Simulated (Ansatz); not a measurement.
**Ni₂Ge films: biaxial stress and wafer bow**

Plane-wave DFT in Ansatz, PBEsol, scalar-relativistic PAW potentials, cutoff 420 eV, no spin-orbit coupling; no spin polarisation. Ni₂Ge in space group P6_3/mmc, which needn't be the usual phase of this composition, strained equally along a and b of the conventional cell, with c and the atoms relaxed within the symmetry (a film with c along the normal). Stress is the in-plane mean, tension positive.

```csv
strain (%),stress (GPa),E − E(0) (meV/atom)
-3.0,-14.95,30.7
-2.0,-9.65,13.4
-1.0,-4.65,3.3
+0.0,0.00,0.0
+1.0,4.31,3.1
+2.0,?,12.2
+3.0,11.79,26.6
```

**Question.** Fit the stress, get the biaxial modulus and predict the missing row.

**Answer.** A parabola through the given rows is σ = 0.00 + 4.461 ε -0.1760 ε² GPa (ε in %), so M = dσ/dε = 446 GPa at zero. It predicts 8.22 GPa at +2.0 %; the run gave 8.24 GPa. The miss is 0.02 GPa, so the fit holds. The negative square term means that the film is stiffer in compression than in tension. The energies check it: E/V = Mε² at small strain, and a cubic fit with V = 11.42 Å³/atom gives M = 447 GPa, in agreement.

**Question.** How much does a 50 nm film at +0.2 % strain bow a 300 mm Si(001) wafer 775 μm thick?

**Answer.** The fit, without its small constant, gives σ = 0.89 GPa. Stoney's formula, κ = 6σt_f/(M_s t_s²) with M_s = 180.5 GPa for Si(001) (literature), gives |κ| = 2.46×10⁻³ m⁻¹ and a bow κr²/2 = 27.7 μm at r = 150 mm, with the film side concave (tension pulls the edges up). This assumes a single-crystal or fully textured, unrelaxed film at 0 K.

The cell has no gap in any row, so the stresses hang on mesh and smearing.

Cost: about 10 core-minutes for the runs cited, on Intel Xeon Platinum 8259CL (Skylake/Cascade Lake) (shared hosts).